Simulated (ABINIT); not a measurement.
# TaN (Fm-3m) in ABINIT: a series of runs, part 2 of 2

ABINIT 10.8.3 (patched build). Earlier steps stand in the parts before.

**3. Optical spectrum, LDA**

run.abi

```
ndtset 3

pp_dirpath "./"
pseudos "Ta.upf, N.upf"

acell 3*1.0
rprim
     0.0000000000     4.1787948431     4.1787948431
     4.1787948431     0.0000000000     4.1787948431
     4.1787948431     4.1787948431     0.0000000000
ntypat 2
znucl 73 7
natom 2
typat 1 2
xred
            1/2            1/2            1/2
            0.0            0.0            0.0

ecut 35.0

ngkpt 6 6 6
nshiftk 4
shiftk
     0.5000000000     0.5000000000     0.5000000000
     0.5000000000     0.0000000000     0.0000000000
     0.0000000000     0.5000000000     0.0000000000
     0.0000000000     0.0000000000     0.5000000000
istwfk *1

ixc 7

occopt 3
tsmear 0.00183747

nstep 80

iomode 3
prteig 0
prtebands 0

nband1 13
tolvrs1 1.0e-12
prtden1 1
prtwf1 0
kptopt1 1

iscf2 -3
getden2 1
nband2 19
nbdbuf2 4
tolwfr2 1.0e-12
nstep2 120
prtden2 0
kptopt2 1

optdriver3 8
wfk_task3 "wfk_optics_fullbz"
getwfk3 2
nband3 15
kptopt3 1
prtevk3 1
inclvkb3 2
```

optic.abi

```
&FILES
 ddkfile_1 = 'runo_DS3_1_EVK.nc',
 ddkfile_2 = 'runo_DS3_2_EVK.nc',
 ddkfile_3 = 'runo_DS3_3_EVK.nc',
 wfkfile = 'runo_DS3_WFK.nc'
/
&PARAMETERS
 broadening = 0.003675,
 domega = 0.002,
 maxomega = 0.8,
 scissor = 0.000000,
 tolerance = 0.002
/
&COMPUTATIONS
 num_lin_comp = 1,
 lin_comp = 11,
 num_nonlin_comp = 0
/
```

Potentials or basis: PseudoDojo NC SR LDA v0.4.1 standard.

On the command line:

```
$ abinit run.abi > log 2>&1
$ optic optic.abi > optic.log 2>&1
```

run.abo:

```text
.Version 10.8.3 of ABINIT
 DATASET    1 : space group Fm -3 m (#225); Bravais cF (face-center cubic)
================================================================================
 Values of the parameters that define the memory need for DATASET  1.
     intxc =       0    ionmov =       0      iscf =       7    lmnmax =       8
     lnmax =       8     mgfft =      32  mpssoang =       4    mqgrid =    3001
     natom =       2  nloc_mem =       1    nspden =       1   nspinor =       1
    nsppol =       1      nsym =      48    n1xccc =    2501    ntypat =       2
    occopt =       3   xclevel =       1
       mpw =        1457          nfft =       32768          nkpt =          28
================================================================================
================================================================================
[... 13 lines left out ...]
 DATASET    3 : space group Fm -3 m (#225); Bravais cF (face-center cubic)
================================================================================
 Values of the parameters that define the memory need for DATASET  3.
     intxc =       0    ionmov =       0      iscf =       7    lmnmax =       8
[... 418 lines left out ...]

 -outvars: echo values of variables after computation  --------
            acell      1.0000000000E+00  1.0000000000E+00  1.0000000000E+00 Bohr
           etotal1    -7.5610712651E+01
           etotal2    -7.5610712651E+01
           etotal3     0.0000000000E+00
            fcart1    -0.0000000000E+00 -0.0000000000E+00 -0.0000000000E+00
                      -0.0000000000E+00 -0.0000000000E+00 -0.0000000000E+00
            fcart3     0.0000000000E+00  0.0000000000E+00  0.0000000000E+00
                       0.0000000000E+00  0.0000000000E+00  0.0000000000E+00
            rprim      0.0000000000E+00  4.1787948431E+00  4.1787948431E+00
                       4.1787948431E+00  0.0000000000E+00  4.1787948431E+00
                       4.1787948431E+00  4.1787948431E+00  0.0000000000E+00
           strten1     6.9152430536E-04  6.9152430536E-04  6.9152430536E-04
                       0.0000000000E+00  0.0000000000E+00  0.0000000000E+00
           strten3     0.0000000000E+00  0.0000000000E+00  0.0000000000E+00
                       0.0000000000E+00  0.0000000000E+00  0.0000000000E+00
           xangst      2.2113229985E+00  2.2113229985E+00  2.2113229985E+00
                       0.0000000000E+00  0.0000000000E+00  0.0000000000E+00
             xred      5.0000000000E-01  5.0000000000E-01  5.0000000000E-01
                       0.0000000000E+00  0.0000000000E+00  0.0000000000E+00
 Calculation completed.
```

optic_0001_0001-linopt.out:

```text
#calculated the component:  1  1  of dielectric function
 #broadening:    0.000000E+00    3.675000E-03
 #scissors shift:    0.000000E+00
 #energy window:    9.563238E+01eV    3.514425E+00Ha
 # Energy(eV)         Im(eps(w))
    2.721139E-01    3.541099E+02
    8.163416E-01    1.514236E+01
    1.360569E+00    4.432670E+00
    1.904797E+00    6.096080E+00
    2.449025E+00    3.661047E+00
    2.993252E+00    1.164815E+00
[... 32 lines left out ...]
    2.095277E+01    1.646350E+00
    2.149700E+01    8.782197E-01
[... 169 lines left out ...]
    1.904797E+00    4.998896E-01
    2.449025E+00    2.560704E-01
    2.993252E+00    5.286289E-02
[... 32 lines left out ...]
    2.095277E+01    2.543148E-01
    2.149700E+01    3.160403E-01
 # Energy(eV)         absorption coeff (in 10^6 m-1) = omega Im(eps) / c n(eps)
    1.632683E-01    3.941335E+01
    7.074960E-01    5.931552E+01
    1.251724E+00    4.756061E+01
    1.795951E+00    4.658639E+01
    2.340179E+00    3.533170E+01
    2.884407E+00    2.401571E+01
[... 32 lines left out ...]
    2.084392E+01    2.282913E+02
    2.138815E+01    2.108214E+02
```

Run time: 68 s. Hardware: 1 thread of Arm Neoverse V1, shared host; peak memory 0.47 GiB.

Results:

| Quantity | Value |
| --- | --- |
| Free energy | -2057.4723 eV |
| Pressure | -20.3 GPa |

Dielectric function (mean over the directions given):
```csv
energy (eV),real part,imaginary part
0.54,-116.03,57.26
1.20,-16.22,5.16
1.85,-3.99,6.24
2.50,0.41,3.74
3.16,2.72,1.11
3.81,5.14,5.42
4.46,6.62,2.49
5.12,4.74,6.50
5.88,5.08,7.95
6.53,5.99,7.95
7.18,3.57,5.94
7.84,2.51,10.02
8.49,1.69,6.03
9.14,1.21,7.13
9.80,-0.59,6.04
10.56,-1.95,6.74
11.21,-0.47,5.10
11.86,-3.96,5.09
12.52,-1.54,2.81
13.17,-1.12,2.50
13.82,-1.37,1.12
14.48,-1.82,2.00
15.24,-0.47,0.65
15.89,-0.10,1.91
16.55,-0.19,1.59
17.20,0.21,1.32
17.85,-0.87,1.36
18.50,0.13,0.91
19.16,0.37,0.94
19.92,0.16,1.54
```

Caveat: the intraband (Drude) term is left out; spectra need much finer meshes, so this one isn't converged; independent-particle spectra lack excitons; so large a pressure means that the cell lies far from this level's equilibrium, or that cutoff or potentials fall short.

**4. Optical spectrum, PBE**

Edit run.abi of step 3 so:

```diff
@@ -5,7 +5,7 @@
 
-acell 3*1.0
+acell 5.9097083415 5.9097083415 5.9097083415
 rprim
-     0.0000000000     4.1787948431     4.1787948431
-     4.1787948431     0.0000000000     4.1787948431
-     4.1787948431     4.1787948431     0.0000000000
+     0.0000000000     0.7071067812     0.7071067812
+     0.7071067812     0.0000000000     0.7071067812
+     0.7071067812     0.7071067812     0.0000000000
 ntypat 2
@@ -18,3 +18,3 @@
 
-ecut 35.0
+ecut 952.398519 eV
 
@@ -29,3 +29,3 @@
 
-ixc 7
+ixc 11
 
@@ -48,3 +48,3 @@
 getden2 1
-nband2 19
+nband2 25
 nbdbuf2 4
@@ -58,3 +58,3 @@
 getwfk3 2
-nband3 15
+nband3 21
 kptopt3 1
```

Edit optic.abi of step 3 so:

```diff
@@ -7,3 +7,3 @@
 &PARAMETERS
- broadening = 0.003675,
+ broadening = 0.007350,
  domega = 0.002,
```

Potentials or basis: PseudoDojo NC SR PBE v0.4.1 standard.

On the command line:

```
$ abinit run.abi > log 2>&1
$ optic optic.abi > optic.log 2>&1
```

run.abo:

```text
.Version 10.8.3 of ABINIT
 DATASET    1 : space group Fm -3 m (#225); Bravais cF (face-center cubic)
================================================================================
 Values of the parameters that define the memory need for DATASET  1.
     intxc =       0    ionmov =       0      iscf =       7    lmnmax =       8
     lnmax =       8     mgfft =      32  mpssoang =       4    mqgrid =    3001
     natom =       2  nloc_mem =       1    nspden =       1   nspinor =       1
    nsppol =       1      nsym =      48    n1xccc =    2501    ntypat =       2
    occopt =       3   xclevel =       2
       mpw =        1457          nfft =       32768          nkpt =          28
================================================================================
================================================================================
[... 13 lines left out ...]
 DATASET    3 : space group Fm -3 m (#225); Bravais cF (face-center cubic)
================================================================================
 Values of the parameters that define the memory need for DATASET  3.
     intxc =       0    ionmov =       0      iscf =       7    lmnmax =       8
     lnmax =       8     mgfft =      32  mpssoang =       4    mqgrid =    3001
     natom =       2  nloc_mem =       1    nspden =       1   nspinor =       1
    nsppol =       1      nsym =      48    n1xccc =    2501    ntypat =       2
    occopt =       3   xclevel =       2
       mpw =        1457          nfft =       32768          nkpt =          28
================================================================================
================================================================================

--------------------------------------------------------------------------------
------------- Echo of variables that govern the present computation ------------
--------------------------------------------------------------------------------
 -outvars: echo values of preprocessed input variables --------
            acell      5.9097083415E+00  5.9097083415E+00  5.9097083415E+00 Bohr
              amu      1.80947900E+02  1.40067400E+01
             ecut      3.50000000E+01 Hartree
           getden1          0
           getden2          1
           getden3          0
           getwfk1          0
           getwfk2          0
           getwfk3          2
             iscf1          7
             iscf2         -3
             iscf3          7
              ixc          11
           jdtset        1    2    3
         kptrlatt        6   -6    6     -6    6    6     -6   -6    6
[... 349 lines left out ...]
band_energy         : -5.29049619238805E+00
Ewald energy        : -6.16881514947373E+01
psp_core            :  3.31723206477766E+00
xc_dc               : -1.18786731314512E+01
internal            : -7.55400887537990E+01
'-kT*entropy'       : -3.09247244790460E-04
total_energy_dc     : -7.55403980010438E+01
...

================================================================================
== DATASET  3 ==================================================================

--- !DatasetInfo
iteration_state: {dtset: 3, }
dimensions: {natom: 2, nkpt: 28, mband: 21, nsppol: 1, nspinor: 1, nspden: 1, mpw: 1457, }
cutoff_energies: {ecut:  35.0, pawecutdg:  -1.0, }
electrons: {nelect:   1.80000000E+01, charge:   0.00000000E+00, occopt:   3.00000000E+00, tsmear:   1.83747000E-03, }
meta: {optdriver: 8, wfk_task: 7, }
...

 mkfilename : getwfk/=0, take file _WFK from output of DATASET   2.

 Exchange-correlation functional for the present dataset will be:
  GGA: Perdew-Burke-Ernzerhof functional - ixc=11
  J.P.Perdew, K.Burke, M.Ernzerhof, PRL 77, 3865 (1996)

--------------------------------------------------------------------------------

 Computation of velocity matrix elements (DDK)

 Parameters extracted from the Abinit header:
    ecut:     35.0
    nkpt:    864
    mband:   25
    nsppol:  1
    nspinor: 1
    useylm:  0
    inclvkb: 2
    bmin: 1, bmax: 25
    Computing diagonal and off-diagonal matrix elements
    Between band index bmin: 1, bmax: 25

== END DATASET(S) ==============================================================
================================================================================

 -outvars: echo values of variables after computation  --------
            acell      5.9097083415E+00  5.9097083415E+00  5.9097083415E+00 Bohr
           etotal1    -7.5540398001E+01
           etotal2    -7.5540398001E+01
           etotal3     0.0000000000E+00
            fcart1    -0.0000000000E+00 -0.0000000000E+00 -0.0000000000E+00
                      -0.0000000000E+00 -0.0000000000E+00 -0.0000000000E+00
            fcart3     0.0000000000E+00  0.0000000000E+00  0.0000000000E+00
                       0.0000000000E+00  0.0000000000E+00  0.0000000000E+00
            rprim      0.0000000000E+00  7.0710678120E-01  7.0710678120E-01
                       7.0710678120E-01  0.0000000000E+00  7.0710678120E-01
                       7.0710678120E-01  7.0710678120E-01  0.0000000000E+00
           strten1     7.9328033867E-05  7.9328033867E-05  7.9328033867E-05
                       0.0000000000E+00  0.0000000000E+00  0.0000000000E+00
           strten3     0.0000000000E+00  0.0000000000E+00  0.0000000000E+00
                       0.0000000000E+00  0.0000000000E+00  0.0000000000E+00
           xangst      2.2113229986E+00  2.2113229986E+00  2.2113229986E+00
                       0.0000000000E+00  0.0000000000E+00  0.0000000000E+00
             xred      5.0000000000E-01  5.0000000000E-01  5.0000000000E-01
                       0.0000000000E+00  0.0000000000E+00  0.0000000000E+00
 Calculation completed.
```

optic_0001_0001-linopt.out:

```text
#calculated the component:  1  1  of dielectric function
 #broadening:    0.000000E+00    7.350000E-03
 #scissors shift:    0.000000E+00
 #energy window:    1.049149E+02eV    3.855551E+00Ha
 # Energy(eV)         Im(eps(w))
    2.721139E-01    1.900625E+02
    8.163416E-01    2.379720E+01
    1.360569E+00    6.525037E+00
    1.904797E+00    6.298310E+00
    2.449025E+00    3.917224E+00
    2.993252E+00    1.875449E+00
[... 32 lines left out ...]
    2.095277E+01    1.580758E+00
    2.149700E+01    9.957762E-01
[... 169 lines left out ...]
    1.904797E+00    3.557768E-01
    2.449025E+00    2.099361E-01
    2.993252E+00    1.051694E-01
[... 32 lines left out ...]
    2.095277E+01    2.311751E-01
    2.149700E+01    2.301942E-01
 # Energy(eV)         absorption coeff (in 10^6 m-1) = omega Im(eps) / c n(eps)
    1.632683E-01    1.555558E+01
    7.074960E-01    4.717940E+01
    1.251724E+00    3.774373E+01
    1.795951E+00    3.509959E+01
    2.340179E+00    3.010101E+01
    2.884407E+00    2.180047E+01
[... 32 lines left out ...]
    2.084392E+01    2.065093E+02
    2.138815E+01    1.837832E+02
```

Run time: 80 s. Hardware: 1 thread of Arm Neoverse V1, shared host; peak memory 0.61 GiB.

Results:

```
Free energy : -2055.5589 eV
Pressure    : -2.3 GPa
```

Dielectric function (mean over the directions given):
```csv
energy (eV),real part,imaginary part
0.33,-12.39,155.46
1.31,-5.76,6.85
2.29,0.71,4.38
3.37,4.76,1.63
4.35,5.96,2.54
5.44,6.47,4.03
6.42,5.63,6.38
7.51,4.20,7.32
8.49,1.46,6.88
9.58,0.47,6.07
10.56,-0.37,6.78
11.65,-2.89,5.86
12.63,-1.34,2.53
13.71,-1.55,1.97
14.69,-1.17,1.48
15.78,0.12,1.52
16.76,-0.12,1.38
17.85,-0.29,1.56
18.83,0.20,0.93
19.92,0.33,1.53
```

Caveat: the intraband (Drude) term is left out; spectra need much finer meshes, so this one isn't converged; independent-particle spectra lack excitons. Spin-orbit coupling is left out, which matters for the levels of Ta.

**5. Phonons, PBE (cell relaxed at zero pressure by an earlier run)**

run.abi

```
ndtset 2

pp_dirpath "./"
pseudos "Ta.upf, N.upf"

acell 3*1.0
rprim
     0.0000000000     4.1732160314     4.1732160314
     4.1732160314     0.0000000000     4.1732160314
     4.1732160314     4.1732160314     0.0000000000
ntypat 2
znucl 73 7
natom 2
typat 1 2
chkprim 0
chksymtnons 0
tolsym 1.0e-6
xred
            1/2            1/2            1/2
            0.0            0.0            0.0

ecut 42.0
ecutsm 0.5

ngkpt 6 6 6
nshiftk 4
shiftk
     0.5000000000     0.5000000000     0.5000000000
     0.5000000000     0.0000000000     0.0000000000
     0.0000000000     0.5000000000     0.0000000000
     0.0000000000     0.0000000000     0.5000000000

ixc 11

nband 17
occopt 3
tsmear 0.00183747

nstep 80

prteig 0
prtebands 0
prtwf 0
prtden 0
prtpot 0

kptopt1 1
tolvrs1 1.0e-15
prtwf1 1
tolwfr1 1.0e-14
nbdbuf1 4
nline1 6

rfphon2 1
rfatpol2 1 2
rfdir2 1 1 1
getwfk2 1
kptopt2 2
nqpt2 1
qpt2 0.0 0.0 0.0
tolvrs2 1.0e-10
```

mrgddb.in

```
merged_DDB
TaN
2
runo_DS1_DDB
runo_DS2_DDB
```

anaddb.abi

```
ddb_filepath "merged_DDB"
output_file "anaddb.abo"
outdata_prefix "ana"
asr 1
chneut 0
dipdip 0
dieflag 0
enunit 0
eivec 1
nph1l 1
qph1l 0.0 0.0 0.0 1.0
```

Potentials or basis: PseudoDojo NC SR PBE v0.4.1 standard.

On the command line:

```
$ abinit run.abi > log 2>&1
$ mrgddb < mrgddb.in > mrgddb.log 2>&1
$ anaddb anaddb.abi > anaddb.log 2>&1
```

run.abo:

```text
.Version 10.8.3 of ABINIT
 DATASET    1 : space group Fm -3 m (#225); Bravais cF (face-center cubic)
================================================================================
 Values of the parameters that define the memory need for DATASET  1.
     intxc =       0    ionmov =       0      iscf =       7    lmnmax =       8
     lnmax =       8     mgfft =      36  mpssoang =       4    mqgrid =    3001
     natom =       2  nloc_mem =       1    nspden =       1   nspinor =       1
    nsppol =       1      nsym =      48    n1xccc =    2501    ntypat =       2
    occopt =       3   xclevel =       2
       mpw =        1904          nfft =       46656          nkpt =          28
================================================================================
================================================================================

 DATASET    2 : space group Fm -3 m (#225); Bravais cF (face-center cubic)
================================================================================
 Values of the parameters that define the memory need for DATASET  2 (RF).
[... 428 lines left out ...]

 -outvars: echo values of variables after computation  --------
            acell      1.0000000000E+00  1.0000000000E+00  1.0000000000E+00 Bohr
           etotal1    -7.5540676091E+01
           etotal2     2.0098984059E+00
            fcart1    -0.0000000000E+00 -0.0000000000E+00 -0.0000000000E+00
                      -0.0000000000E+00 -0.0000000000E+00 -0.0000000000E+00
            fcart2     0.0000000000E+00  0.0000000000E+00  0.0000000000E+00
                       0.0000000000E+00  0.0000000000E+00  0.0000000000E+00
            rprim      0.0000000000E+00  4.1732160314E+00  4.1732160314E+00
                       4.1732160314E+00  0.0000000000E+00  4.1732160314E+00
                       4.1732160314E+00  4.1732160314E+00  0.0000000000E+00
           strten1     1.3681321386E-05  1.3681321386E-05  1.3681321386E-05
                       0.0000000000E+00  0.0000000000E+00  0.0000000000E+00
           strten2     0.0000000000E+00  0.0000000000E+00  0.0000000000E+00
                       0.0000000000E+00  0.0000000000E+00  0.0000000000E+00
           xangst      2.2083708185E+00  2.2083708185E+00  2.2083708185E+00
                       0.0000000000E+00  0.0000000000E+00  0.0000000000E+00
             xred      5.0000000000E-01  5.0000000000E-01  5.0000000000E-01
                       0.0000000000E+00  0.0000000000E+00  0.0000000000E+00
 Calculation completed.
```

anaddb.abo:

```text
.Version 10.8.3 of ANADDB
================================================================================

 -outvars_anaddb: echo values of input variables ----------------------
[... 89 lines left out ...]
 Symmetry characters of vibration mode #   4
       degenerate with vibration modes #   5 to    6
  3.0 -3.0 -1.0  1.0 -1.0  1.0 -1.0  1.0  1.0 -1.0 -1.0  1.0  1.0 -1.0 -1.0  1.0
 -0.0  0.0 -0.0  0.0 -0.0  0.0 -0.0  0.0  1.0 -1.0 -1.0  1.0 -1.0  1.0  1.0 -1.0
  0.0 -0.0 -0.0  0.0 -0.0  0.0 -0.0  0.0  1.0 -1.0  1.0 -1.0 -1.0  1.0 -1.0  1.0

================================================================================

 anaddb : the run completed successfully.
```

Wall time 2.9 min (1 thread of Intel Xeon 6975P-C (Granite Rapids), shared host); peak memory 0.28 GiB.

Results:

```yaml
Free_energy: -2055.5665 eV
Pressure: -0.4 GPa
Highest_phonon_frequency_at_Γ_LO-TO_splitting_left_out: 342 cm⁻¹
```

Phonon frequencies in cm⁻¹ (negative: imaginary):
```tsv
q point	frequencies
(0.000, 0.000, 0.000)	0 0 0 342 342 342
```

The run has no spin-orbit coupling, so splittings on Ta are missing.

**6. Overview**

| task | level | potentials or basis | spin | cell | cutoff (eV) | bands in the sums | broadening (eV) | scissor shift (eV) | tensor components | cutoff smearing ecutsm (Ha) | pressure (GPa) |
| --- | --- | --- | --- | --- | --- | --- | --- | --- | --- | --- | --- |
| optical spectrum | PBE | PseudoDojo NC FR PBE v0.4 standard | SOC, no magnetisation | as given | 980 | 34 | 0.2 | 0 | [11] | - | -1.7 |
| optical spectrum | LDA | PseudoDojo NC SR LDA v0.4.1 standard | off | as given | 952 | 15 | 0.1 | 0 | [11] | - | -20.3 |
| optical spectrum | PBE | PseudoDojo NC SR PBE v0.4.1 standard | off | as given | 952 | 21 | 0.2 | 0 | [11] | - | -2.3 |
| phonons | PBE | PseudoDojo NC SR PBE v0.4.1 standard | off | cell relaxed at zero pressure by an earlier run | 1143 | - | - | - | - | 0.5 | -0.4 |

Alike in all rows: k mesh 6 × 6 × 6, with 4 shifts; smearing fermi-dirac 0.05 eV.

Caveats: the intraband (Drude) term is left out (some runs); spectra need much finer meshes, so this one isn't converged (some runs); independent-particle spectra lack excitons (some runs); the cutoff is short for stress, so the pressure is rough (some runs); so large a pressure means that the cell lies far from this level's equilibrium, or that cutoff or potentials fall short (some runs).

Absolute energies hang on the potentials; compare differences alone.
